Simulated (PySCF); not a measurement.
Does the answer move with the share of exact exchange?

1-butene, C4H8.
InChI=1S/C4H8/c1-3-4-2/h3H,1,4H2,2H3

Torsions of this conformer, `[CH2:1]=[CH:2][CH2:3][CH3:4]`: C1–C2–C3–C4 119°.

PySCF, pcSseg-2 basis, density fitting, gas phase, PBE0-D3(BJ)/def2-SVP geometry. One functional is left out:

```csv
functional,exact exchange (%),HOMO energy (eV),LUMO energy (eV)
B97-D,0,-6.18,-0.66
BLYP,0,-6.10,-0.66
BP86,0,-6.34,-0.84
LDA,0,-6.43,-0.99
OPBE,0,-6.22,-0.65
PBE,0,-6.26,-0.77
B3LYP,20,-7.15,-0.02
PBE0,25,-7.37,0.24
```

Predict the row of mPW1PW91 (25 % exact exchange) by straight lines through the other rows, and check it.

```
        property   line  computed  computed − line  PBE0 (25 %), for comparison
HOMO energy (eV)  -7.37     -7.38            -0.01                        -7.37
LUMO energy (eV)   0.21      0.23            +0.02                         0.24
```

Which of these properties follows the share of exact exchange most closely, and which least?

Most closely the HOMO energy, least the LUMO energy; the correlations over the tabulated rows are HOMO energy -0.978, LUMO energy 0.962. The HOMO energy moves by -0.447 eV for every 10 %. Functionals with the same share still differ in their other parts: at 0 % BLYP and LDA differ by 0.33 eV in it.
